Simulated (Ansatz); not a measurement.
The system is NaCl.

```
Cl Na
1.0
     0.00000    2.79406    2.79406
     2.79406    0.00000    2.79406
     2.79406    2.79406    0.00000
Cl Na
1 1
Direct
  0.50000 0.50000 0.50000
  0.00000 0.00000 0.00000
```

The cell is a database's computed one.

Base run:

```yaml
Program: Ansatz 0.2.0
Functional: RPBE
Potentials_or_basis: all-electron LAPW, scalar-relativistic
Cutoff: 169 eV
Density_cutoff: 677 eV
Basis_error_allowed: 0.001 eV/atom
k_mesh: 8 × 8 × 8
Occupations: fermi-dirac, width 0.05 eV
Spin: no spin polarisation
```

Its results: band gap on the k mesh 5.54 eV, direct; pressure 3.6 GPa.

Q: The run is repeated on the same cell with these changes: functional from RPBE to PBEsol. What comes out?

A: Band gap on the k mesh 5.04 eV, direct; pressure 0.2 GPa.

PBEsol binds more tightly than RPBE, so the same cell stands under less pressure.

Not every run made on this cell is shown here.
